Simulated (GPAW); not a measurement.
Set up this calculation in GPAW 26.7.0, as an ASE script.

```
Task                : single point
Functional          : PBE
Potentials or basis : GPAW PAW data sets (gpaw-data 1.2.1)
Cutoff              : 600 eV
Basis               : pw
k mesh              : 9 × 9 × 9
Occupations         : gaussian, width 0.028 eV
Spin                : no spin polarisation
Maxiter             : 150
```

Crystal: Pb.

```
CELL_PARAMETERS angstrom
0.00000 2.47502 2.47502
2.47502 0.00000 2.47502
2.47502 2.47502 0.00000
ATOMIC_POSITIONS crystal
Pb 0.00000 0.00000 0.00000
```

The input as run:

run.py

```python
from ase import Atoms
from ase.dft.bandgap import bandgap
from ase.io import write
from ase.units import GPa
from gpaw import GPAW, PW

atoms = Atoms(['Pb'],
              cell=[[0.0, 2.47502, 2.47502],
                    [2.47502, 0.0, 2.47502],
                    [2.47502, 2.47502, 0.0]],
              scaled_positions=[[0.0, 0.0, 0.0]],
              pbc=True)

calc = GPAW(mode=PW(600),
            xc='PBE',
            kpts={'size': (9, 9, 9), 'gamma': True},
            occupations={'name': 'methfessel-paxton', 'order': 0, 'width': 0.028000000000000004},
            nbands=14,
            convergence={'density': 1e-05, 'energy': 1e-05},
            maxiter=150,
            txt='gpaw.txt')
atoms.calc = calc
energy = atoms.get_potential_energy()
forces = atoms.get_forces()
stress = atoms.get_stress()
calc.write('gs.gpw')
write('result.traj', atoms)
print(f'Energy: {energy:.6f} eV')
print('Forces (eV/A):')
print(forces.round(4))
print('Stress (GPa):', (stress / GPa).round(3))
print('Fermi level:', round(calc.get_fermi_level(), 4), 'eV')
print(f'Gap: {bandgap(calc)[0]:.4f} eV, direct: {bandgap(calc, direct=True)[0]:.4f} eV')
```

Potentials or basis: GPAW PAW data sets (gpaw-data 1.2.1), pw.

Run with:

```sh
$ OMP_NUM_THREADS=1 python run.py
```

Results of the run:

```yaml
Pressure: 2.0 GPa
Band_gap_on_the_k_mesh: none (metal or under the smearing width)
```

It took 7.2 s on 1 thread of Arm Neoverse V1, on a shared host, peak memory 0.14 GiB.
